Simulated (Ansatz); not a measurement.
# SiO2: a line through a two-coordinate scan

One line of a two-coordinate grid on SiO₂ (P4_2/mnm, No. 136; 6 atoms in the cell): normal strain along y is varied, at amplitude of mode 4 (222 cm⁻¹) = 0.167 Å.

Program: Ansatz 0.2.0. Level of theory: DFT PBE, scalar-relativistic, plane waves, PAW. These are calculated values, not measurements.

36 further runs of the same task are left out: 36 set aside as unsound or not needed. Runs told in other sessions of the task aren't counted.

### 1 The starting structure

Symmetry: P4_2/mnm, No. 136, tetragonal system. Conventional cell: a = 4.236 Å, b = 4.236 Å, c = 2.690 Å, α = 90.00°, β = 90.00°, γ = 90.00°. Around Si (site symmetry mmm) lie 6 O at 1.77 to 1.84 Å. O (site symmetry m2m) has 3 Si at 1.77 to 1.84 Å in its first shell of neighbours.

Structure file:

```xyz
6
Lattice="4.2359 0.0000 0.0000 0.0000 4.2359 0.0000 0.0000 0.0000 2.6898" Properties=species:S:1:pos:R:3 pbc="T T T"
Si    2.1179    2.1179    1.3449
Si    0.0000    0.0000    0.0000
O     2.9355    2.9355    0.0000
O     0.8176    3.4183    1.3449
O     1.3004    1.3004    0.0000
O     3.4183    0.8176    1.3449
```

It goes back to an entry of the Materials Project, which need not be the stable form.

It is the result of an earlier relaxation at this level (volume 8.04 Å³/atom; gap on the mesh: 5.05 eV).

### 2 What is varied

The energy is mapped over a normal mode and a strain (zone-centre modes of the cell shown) (x along [1 0 0], y along [0 1 0], z along [0 0 1] of the conventional cell).

The axes are (1) amplitude of mode 4 (222 cm⁻¹), largest displacement in the unstrained cell: 11 values from −0.279 Å; (2) normal strain along y: 7 values from −7.00 %.

Nothing else is relaxed (the pattern is fixed in fractional coordinates). Energies count from the relaxed high-symmetry cell. Points are written as (first, second).

The modes come from a phonon run on the reference cell, made beforehand.

Displacement patterns for an amplitude of 1 (Å):

```
atom      x1      y1     z1
 Si1   0.000   0.000  0.000
 Si2   0.000   0.000  0.000
  O3   0.707  -0.707  0.000
  O4   0.707   0.707  0.000
  O5  -0.707   0.707  0.000
  O6  -0.707  -0.707  0.000
```

### 3 Point (0.167 Å, −7.00 %)

input.yaml

```yaml
crystal:
  lattice:
    - [4.2358788266, 0.0, 0.0]
    - [0.0, 3.9393673087, 0.0]
    - [0.0, 0.0, 2.6897743046]
  atoms:
    - { symbol: Si, position: [0.5, 0.5, 0.5] }
    - { symbol: Si, position: [0.0, 0.0, 0.0] }
    - { symbol: O, position: [0.7209573303, 0.6650682551, 0.0] }
    - { symbol: O, position: [0.2209573303, 0.8349317449, 0.5] }
    - { symbol: O, position: [0.2790426697, 0.3349317449, 0.0] }
    - { symbol: O, position: [0.7790426697, 0.1650682551, 0.5] }
basis:
  ecutwfc: 520.0
kpoints:
  mp_grid: { grid: [6, 6, 8] }
hamiltonian:
  xc: pbe
  pseudopotentials: { kind: paw, azcp: { folder: soft_1 } }
scf:
  occupations: { method: gaussian, width: 0.05 }
output:
  forces: true
  stress: true
  eigenvalues: true
```

Run with:

```console
> ansatz run input.yaml --threads 2 --pin off --max-ram 4096MiB --backend cpu --events-out ev --progress --plain --runs-dir out
```

The session goes on with these runs: the other points of the line.

What does the calculation give? Wanted: for each run, normal strain along y; energy; slope; pressure; largest force on an atom.

The runs gave:

| normal strain along y (%) | step | energy (eV) | slope (eV per %) | pressure (GPa) | band gap on the k-mesh (eV) | largest force on an atom (eV/Å) |
| --- | --- | --- | --- | --- | --- | --- |
| −7.00 | 3 | 0.68 | −0.13 | 21.1 | 5.94 | 0.70 |
| −4.67 | 4 | 0.42 | −0.09 | 12.3 | 5.68 | 0.66 |
| −2.33 | – | 0.25 | −0.05 | 4.5 | 5.42 | 0.62 |
| 0.00 | – | 0.18 | – | −2.1 | 5.16 | 0.61 |
| 2.33 | 5 | 0.18 | 0.02 | −7.9 | 4.91 | 0.64 |
| 4.67 | 6 | 0.25 | 0.04 | −12.9 | 4.65 | 0.73 |
| 7.00 | 7 | 0.38 | 0.07 | −17.1 | 4.39 | 0.88 |

Energies count from the relaxed high-symmetry cell. Rows without a step come from runs not printed here or follow by symmetry. Slopes come from the forces (and the stress, where the cell changes), not from differences of energies.

Of the points computed the energy is lowest at 0.00 %, 0.18 eV from the zero. Three points round the minimum, joined by a parabola, put the minimum at 1.097 %, with a curvature of about 0.014 eV per %². The highest point computed, at −7.00 %, lies 0.50 eV above the lowest. This is one cut through a surface in two coordinates; the map's lowest point lies off it.

The gaps are Kohn-Sham values of a semilocal functional, not quasiparticle or optical gaps. Such gaps usually fall short of the measured ones.
